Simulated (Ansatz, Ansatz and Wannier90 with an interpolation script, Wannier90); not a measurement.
# AlN (honeycomb monolayer): quasiparticle bands by Wannier interpolation, part 3 of 3

Wanted: quasiparticle gap and band widths of AlN (honeycomb monolayer) over the whole zone.

Ansatz 0.2.0; PBE, Wannier functions and G0W0, plane waves, PAW. Known limits of the many-body steps: not at the basis limit.

So far. Step 4 (Wannier functions by Wannier90 (Al:3s Al:3p N:2p) on …): Near the gap the model misses directly solved bands by 0.3 meV r.m.s. and by 2 meV at most in the window tested. This tests the starting bands, not the corrections carried with them. Step 5 (G0W0 at every point of the mesh: 12×12×1 mesh, 319 …): The gap on the mesh goes from 2.91 eV to 5.27 eV, a correction of +2.36 eV.

## Step 6: Interpolating the corrections

A script adds the corrections, carried to the Wannier functions and back, to the PBE levels, along the path and on a 26×26×1 mesh.

| Property | Result |
| --- | --- |
| G0W0 gap over the zone | 5.27 eV |
| valence top at | K |
| conduction bottom at | Γ |
| starting gap over the zone | 2.906 eV |
| least direct G0W0 gap | 5.896 eV |
| G0W0 gap on the mesh | 5.270 eV |
| valence width, start | 4.825 eV |
| valence width, G0W0 | 5.005 eV |
| gap by a rigid shift | 5.270 eV |

Levels solved directly plus the interpolated quasiparticle correction. Limits: finite bands, cutoff and mesh; gap short on this mesh. Quasiparticle bands along the path, in eV, zero at the valence-band top of each set:

```csv
point,band 2,band 3,band 4,band 5
Γ,-2.59,-0.63,-0.63,5.27
halfway,-3.13,-1.71,-1.09,6.91
M,-5.00,-1.49,-0.35,7.77
halfway,-4.72,-2.48,-0.20,8.06
K,-3.99,-3.83,0.00,8.51
halfway,-3.40,-1.58,-1.44,7.39
Γ,-2.59,-0.63,-0.63,5.27
```

The same for PBE:

```csv
point,band 2,band 3,band 4,band 5
Γ,-2.25,-0.72,-0.72,2.91
M,-4.83,-1.45,-0.29,5.32
K,-3.83,-3.60,0.00,6.03
Γ,-2.25,-0.72,-0.72,2.91
```

The first set of quasiparticle bands as a text plot (rows in eV):

```
    8.2 |               ++         +++++++++++++++++
    7.7 |           ++++  +++++++++                 ++
    7.1 |         ++
    6.5 |       ++                                    +++
    6.0 |     ++                                         ++++
    5.4 |+++++                                               ++++
    4.8 |
    4.3 |
    3.7 |
    3.2 |
    2.6 |
    2.0 |
    1.5 |
    0.9 |
    0.3 |
   -0.2 |                 *********************
   -0.8 |*********    ****                     *****     ********
   -1.3 |   **    *************                     *****  **
   -1.9 |     ******           ****               **  *****
   -2.5 |*********                 *           ***         ******
   -3.0 |         **                **       **       ***
   -3.6 |           **                *******       **
   -4.2 |             **              **************
   -4.7 |               **************
         Γ                   M           K                      Γ
```

Minima of the lowest conduction band, from levels solved directly at the displaced points, plus the interpolated correction; masses are left empty at degenerate points, on flat bands and where the interpolated correction rules the curvature; G0W0 masses are rough. Conduction valleys, by row:

```csv
point,k (reciprocal lattice),valleys in the zone,G0W0 level above the valence top (eV),PBE level above the valence top (eV),G0W0 principal masses (m_e),PBE principal masses (m_e)
Γ,0.000 0.000 0.000,1,5.27,2.906,0.484 0.485,0.494 0.494
```

Second differences of levels solved directly at the displaced points, plus the interpolated correction, at the quasiparticle band edges; no spin-orbit coupling; left empty where the band is flat or the interpolated correction rules the curvature. Effective masses, by row:

```csv
carrier,point,Cartesian direction,band,PBE mass (m_e),G0W0 mass (m_e)
hole,K,100,4,1.507,1.268
hole,K,010,4,1.509,1.169
hole,K,110,4,1.507,1.216
electron,Γ,100,5,0.493,0.484
electron,Γ,010,5,0.493,0.482
electron,Γ,110,5,0.493,0.483
```

Corrections by starting level (eV, on the run's own energy scale, so only their differences matter):

```csv
start,correction
-4.25,−1.53
-3.60,−1.58
-2.58,−1.46
-1.97,−1.67
-1.58,−1.40
-1.28,−1.36
-0.94,−1.54
-0.71,−1.26
-0.31,−1.42
0.00,−1.35
2.91,+1.01
3.17,+1.01
4.99,+0.62
5.32,+1.10
5.71,+1.18
5.88,+1.17
6.14,+1.34
8.09,+1.30
```

## Step 7: HSE06 bands, for comparison

This step: DFT, HSE06, plane waves, PAW.

input.yaml reads:

```yaml
crystal:
  lattice:
    - [3.1269253043, 0.0, 0.0]
    - [-1.5634626521, 2.7079967493, 0.0]
    - [0.0, 0.0, 23.2]
  atoms:
    - { symbol: Al, position: [0.3333333333, 0.6666666667, 0.5000002682] }
    - { symbol: "N", position: [0.6666666667, 0.3333333333, 0.4999997318] }
  periodic: [true, true, false]
kpoints:
  mp_grid: { grid: [6, 6, 1] }
  band_path:
    path:
      - [0, 0, 0]
      - [0.5, 0, 0]
      - [0.3333333333333, 0.3333333333333, 0]
      - [0, 0, 0]
    npoints: 10
hamiltonian:
  xc: hse06
scf:
  occupations: { method: fixed }
  n_extra_bands: 4
output:
  eigenvalues: true
```

On the command line:

```console
ansatz run input.yaml --threads 12 --pin off --max-ram 22118MiB --backend cpu --events-out ev --progress --plain --runs-dir out
```

Numbers of over 12 decimals in the logs are rounded to 6 here.

The log of the run:

```text
[...]
davidson cushion auto → on  (no smearing: the cushion is to keep the highest requested band from converging to the state above it; pin scf.eigensolver.cushion to override)
Crystal: 2 atoms, lattice volume = 196.451 Å³
Basis set: ecut = 420 eV, 3809 PW (Γ)
Bands: 8, of which v1, the nominal top of the filled ones, is band 4 counted from 1 (3 counted from 0)
Symmetry: 12 space group operations
[...]
k-points: 7 of 36 (time reversal used)
[...]
SCF iter   1: F=—  HF=-923.223459 eV  |F-HF|=—  |Δ(HF+E_count)|=         —  Δρ=8.38e-4  dr2=1.18e-3  ethr=1.77e-3  ⟨swp⟩=13.0  Hψ=430  notcnv=0
[...]
SCF iter   2: F=-923.226457 eV  HF=-923.225400 eV  |F-HF|=1.06e-3  |Δ(HF+E_count)|=   1.94e-3  Δρ=4.02e-4  dr2=2.72e-4  ethr=1.47e-5  ⟨swp⟩=5.7  Hψ=244  notcnv=0  defer=1
SCF 1 stopped early in 2 iterations: F = -923.226457 eV  dr2 = 2.72e-4
[...]
Exchange kernel: α = 0.2500, screened, ω = 0.2079 Å⁻¹, Wigner–Seitz truncation, v(0) = 1043.9463 eV·Å³, q-mesh 6×6×1, nearest image of the exchange supercell L = 18.76 Å, pair-density grid 15×15×120, without the augmentation charges, whose exchange is taken in its separable form by FFT convolution over the k-point mesh (sized by the pseudopotential files, 20×20×160 at the most)
Frozen-core exchange: fock
SCF iter   1: F=—  HF=-923.584575 eV  |F-HF|=—  |Δ(HF+E_count)|=         —  Δρ=2.22e-3  dr2=7.82e-3  ethr=3.39e-5  ⟨swp⟩=9.3  Hψ=350  notcnv=0
[...]
SCF iter   7: F=-923.585687 eV  HF=-923.585687 eV  |F-HF|=5.15e-8  |Δ(HF+E_count)|=   1.42e-6  Δρ=5.67e-6  dr2=2.40e-7  ethr=3.94e-8  ⟨swp⟩=4.4  Hψ=199  notcnv=0  defer=2
SCF 2 stopped early in 7 iterations: F = -923.585687 eV  dr2 = 2.40e-7
[...]
hybrid outer 1: dexx = +3.307e-3 eV, tail = 3.79e-6 eV
[...]
Frozen-core exchange: fock
SCF iter   1: F=—  HF=-923.585690 eV  |F-HF|=—  |Δ(HF+E_count)|=         —  Δρ=7.05e-6  dr2=4.24e-8  ethr=2.37e-7  ⟨swp⟩=2.6  Hψ=146  notcnv=0
[...]
SCF iter   2: F=-923.585690 eV  HF=-923.585690 eV  |F-HF|=1.08e-8  |Δ(HF+E_count)|=   3.32e-8  Δρ=2.13e-6  dr2=8.06e-9  ethr=4.85e-10  ⟨swp⟩=6.1  Hψ=278  notcnv=0  defer=12
SCF 3 converged in 2 iterations: F = -923.585690 eV  dr2 = 8.06e-9
hybrid outer 2: dexx = +3.298e-8 eV, tail = 2.01e-8 eV, Δε = 1.29e-3 eV (about 1.08e-4 eV left of the loop's levels)
[...]
hybrid SCF converged: 2 outer / 9 inner (+2 warm-up), last move |dexx| = 3.30e-8 eV, tail = 2.01e-8 eV
Stability not checked: this state was not tested for a lower state beside it, because the functional holds exact exchange (a hybrid, or Hartree-Fock), whose exchange loop this test does not read (fock_operator; see scf.lower_state_search)
Free energy (F): -923.585690 eV
Frozen-core exchange: fock
[...]
Internal energy: -923.585690 eV  (E = F + TS)
E sigma→0 (E₀):  -923.585690 eV
Fermi energy:    -6.054896 eV
[...]
--- Band table (eV; the first three rows and the last of 7) ---
[...]
the weakly bound empty levels are not read free of the cell's end (exact_exchange)
```

The job ended after 25 s (12 threads of Arm Neoverse V2, shared host; peak memory 0.89 GiB).

This step gave:

```
filled bands         : 4
gap                  : 4.018 eV
valence top at       : K
conduction bottom at : Γ
least direct gap     : 4.830 eV
```

The gap stands +1.11 eV against PBE.

## Step 8: Summary of results

```yaml
pbe_gap: 2.91 eV
g0w0_gap_over_the_zone: 5.27 eV, indirect
least_direct_g0w0_gap_in_the_model: 5.90 eV
gw_settings: 12×12×1 mesh, 319 empty bands, screening to 80 eV
known_limits: not at the basis limit
```

What this shows: The Wannier model follows the PBE bands to under 1 meV r.m.s. near the gap. The G0W0 gap over the zone is 5.27 eV, indirect, from K to Γ; on the mesh alone it is 5.27 eV, nearly the same. The valence width in the model goes from 4.83 eV to 5.00 eV. At the band edge the lightest electron mass is 0.49 m_e at the start and 0.48 m_e in G0W0; the G0W0 masses rest on corrections from the 12×12×1 mesh alone and are rough. HSE06 gives a gap of 4.02 eV on the same path. Bands and cutoff are finite, so the gap is not at the basis limit. The miss can reach some tenths of an eV and take either sign; the mesh is an error of its own. Above the frozen window of the model the interpolated levels need not meet the computed ones, even at points of the mesh.

[Paths, hosts, dates, memory and timing lines, banners, echoed tables and standing remarks are left out of the program output.]

[Logs are printed without paths, hosts, clocks, repeated set-up lines and the standing remarks that a program may print on its own settings, such as how far it seeks lower states.]

[Runs of the session that timed out or met a known fault of the program may be left out.]

[Hosts, paths, dates, database ids (printed as entryN), source tags and the programs' standing remarks are cut or masked in the printed files.]
